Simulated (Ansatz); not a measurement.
## GaS from LDA upwards

The starting cell is an entry of the Crystallography Open Database (1963):

```xyz
8
Lattice="3.5850 0.0000 0.0000 -1.7925 3.1047 0.0000 0.0000 0.0000 15.5000" Properties=species:S:1:pos:R:3 pbc="T T T"
Ga    0.0000    2.0698    2.6350
Ga    1.7925    1.0349   10.3850
Ga    0.0000    2.0698    5.1150
Ga    1.7925    1.0349   12.8650
S     0.0000    2.0698    9.3000
S     1.7925    1.0349    1.5500
S     0.0000    2.0698   13.9500
S     1.7925    1.0349    6.2000
```

Atoms and cell were relaxed at zero pressure with plane-wave PAW DFT (Ansatz 0.2.0; one set of PAW datasets, made under PBE, for all functionals; 420 eV, r2SCAN 500 eV; 12×12×2 Γ-centred mesh, fermi-dirac occupations of width 0.020 eV; no spin polarisation, no spin-orbit coupling, no dispersion correction), keeping the symmetry (P6_3/mmc, No. 194).

Q: How do the functionals compare with each other and with the entry?

A: The relaxed conventional cells:

```
functional  a (Å)   c (Å)  volume (Å³/atom)  formation energy (eV/atom)
       LDA  3.536  15.228             20.61                      -0.671
    PBEsol  3.569  16.020             22.09                      -0.660
       PBE  3.630  17.814             25.41                      -0.661
    r2SCAN  3.595  16.120             22.55                      -0.777
 the entry  3.585  15.500             21.57                           –
```

LDA gives the smallest volume and PBE the largest, 23.3 % more, the usual order, since LDA overbinds and PBE's gradient terms loosen the lattice. Against the entry's volume: LDA -4.4 %, PBEsol +2.4 %, PBE +17.8 %, r2SCAN +4.6 %. No verdict is drawn from this: the entry is old or was flagged in a check, so the entry may be off as well as the functionals. The axis c stretches most from LDA to PBE (17.0 %), the mark of a weakly bound direction, where the missing dispersion matters. The formation energies span 0.12 eV an atom, lowest under r2SCAN.

Caveats: each relaxation keeps the start's symmetry, so a distorted cell may lie lower; computed cells are at 0 K with fixed nuclei, while the entry holds thermal expansion, often some tenths of a per cent in volume and more in soft crystals; without dispersion the spacing of weakly bound layers is ill defined; formation energies are at zero smearing against the elements' usual phases under the same functional, gases as free molecules, uncorrected.
